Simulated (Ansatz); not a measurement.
# GaAs: band structure with r2SCAN

**Experimental background.**

From “Evidence of valence band perturbations in GaAsN/GaAs(001): A combined variable-angle spectroscopic ellipsometry and modulated photoreflectance investigation”, 2008, arxiv:0805.2212, for a bulk crystal of GaAs at 300 K: band gap 1.418 ± 0.005 eV (direct).

The system is GaAs.

```
CELL_PARAMETERS angstrom
0.00000 2.82685 2.82685
2.82685 0.00000 2.82685
2.82685 2.82685 0.00000
ATOMIC_POSITIONS crystal
As 0.75000 0.75000 0.75000
Ga 0.00000 0.00000 0.00000
```

| Property | Result |
| --- | --- |
| Program | Ansatz 0.2.0 |
| Task | band structure |
| Functional | r2SCAN |
| Potentials or basis | Ansatz PAW |
| Cutoff | 500 eV (not typed: the program's choice for these potentials) |
| k mesh | 6 × 6 × 6 |
| Occupations | fermi-dirac, width 0.05 eV |
| Spin | spin-orbit coupling, no magnetisation |
| Path | [["G", "X", "W", "K", "G", "L", "U", "W", "L", "K"], ["U", "X"]] |
| Points for each segment of the path | 14 |

```json
{
  "Pressure": "0.5 GPa",
  "Band gap on the k mesh": "0.91 eV, direct",
  "Band gap along the path": "0.91 eV, direct"
}
```

Levels at the corners of the path, in eV from the valence-band top:
```csv
point,band 24,band 25,band 26,band 27,band 28,band 29,band 30,band 31,band 32,band 33
Γ,-0.33,0.00,0.00,0.00,0.00,0.91,0.91,3.82,3.82,4.00
X,-7.10,-2.93,-2.93,-2.85,-2.85,1.65,1.65,1.85,1.85,10.73
W,-6.87,-3.82,-3.70,-3.56,-3.52,4.81,4.96,5.00,5.00,5.76
K,-6.87,-4.11,-4.05,-2.45,-2.45,2.17,2.17,4.89,4.95,8.41
Γ,-0.33,0.00,0.00,0.00,0.00,0.91,0.91,3.82,3.82,4.00
L,-6.92,-1.40,-1.40,-1.19,-1.19,1.26,1.26,4.84,4.84,4.92
U,-6.87,-4.11,-4.05,-2.45,-2.45,2.17,2.17,4.89,4.95,8.41
W,-6.87,-3.82,-3.70,-3.56,-3.52,4.81,4.96,5.00,5.00,5.76
L,-6.92,-1.40,-1.40,-1.19,-1.19,1.26,1.26,4.84,4.84,4.92
K,-6.87,-4.11,-4.05,-2.45,-2.45,2.17,2.17,4.89,4.95,8.41
U,-6.87,-4.11,-4.05,-2.45,-2.45,2.17,2.17,4.89,4.95,8.41
X,-7.10,-2.93,-2.93,-2.85,-2.85,1.65,1.65,1.85,1.85,10.73
```

It took 7.2 s on 2 threads of AMD EPYC 9R45 96-Core Processor (Zen 5), with other jobs on the host, peak memory 0.74 GiB.

A measured gap of GaAs is 1.418 eV (direct; 300 K; “Evidence of valence band perturbations in GaAsN/GaAs(001): A combined variable-angle spectroscopic ellipsometry and modulated photoreflectance investigation”, 2008, arxiv:0805.2212); the calculated 0.91 eV misses it by -0.51 eV. 3 values of this kind are on record (1.412 to 1.51 eV); this one was drawn at random among those near their median, those with a stated uncertainty first. The value is that of r2SCAN, without temperature or zero-point motion.

Caveat: the PAW data sets come from PBE, with cores solved anew for the run's functional, which leaves a small shift of forces and pressure.
